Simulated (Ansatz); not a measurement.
# YN: a single-point run

Wanted: a converged single-point run for YN, and a check of what comes out. The structure is shown as the input types it.

Computed with Ansatz 0.2.0 (density functional or hybrid calculation with the settings of its input, plane waves (as first typed), unless a step's input says otherwise).

3 further runs of the same task are left out: 3 that didn't finish.

## Step 1: The structure to begin with

It takes space group Fm-3m (No. 225, cubic). Conventional cell: a = 4.896 Å, b = 4.896 Å, c = 4.896 Å, α = 90.00°, β = 90.00°, γ = 90.00°. Y (site symmetry m-3m) has 6 N at 2.45 Å as nearest neighbours. Around N (site symmetry m-3m) lie 6 Y at 2.45 Å.

The input asks for a charge of +2 e on the cell.

As a file:

```cif
data_structure
_symmetry_space_group_name_H-M 'P 1'
_symmetry_Int_Tables_number 1
_cell_length_a 3.4621
_cell_length_b 3.4621
_cell_length_c 3.4621
_cell_angle_alpha 60.000
_cell_angle_beta 60.000
_cell_angle_gamma 60.000
_cell_volume 29.34
loop_
_atom_site_label
_atom_site_type_symbol
_atom_site_fract_x
_atom_site_fract_y
_atom_site_fract_z
_atom_site_occupancy
Y1 Y 0.00000 0.00000 0.00000 1
N1 N 0.50000 0.50000 0.50000 1
```

## Step 2: Running it

The input, input.yaml:

```yaml
crystal:
  lattice:
    - [0.0, 2.4480481452, 2.4480481452]
    - [2.4480481452, 0.0, 2.4480481452]
    - [2.4480481452, 2.4480481452, 0.0]
  atoms:
    - { symbol: "Y", position: [0.0, 0.0, 0.0] }
    - { symbol: "N", position: [0.5, 0.5, 0.5] }
kpoints:
  mp_grid: { grid: [6, 6, 6] }
hamiltonian:
  xc: pbesol
scf:
  occupations: { method: fixed }
  n_extra_bands: 4
  max_iter: 67
output:
  forces: true
  stress: true
  eigenvalues: true
total_charge: 2
```

Command:

```console
> ansatz run input.yaml --threads 4 --pin off --max-ram 3686MiB --backend cpu --events-out ev --progress --plain --runs-dir out
```

**Question.** How will this run end, and is anything wrong with its input?

The program finished normally, with warnings (band overlap at count, metallic iterate, unresolved pair at count). It gives a pressure of 90 GPa, which is large; a structure far from rest gives such values too, whatever the setting.

In the input, total_charge is 2. With this charge the calculation describes a differently charged system.

The test: delete total_charge (the default then holds).
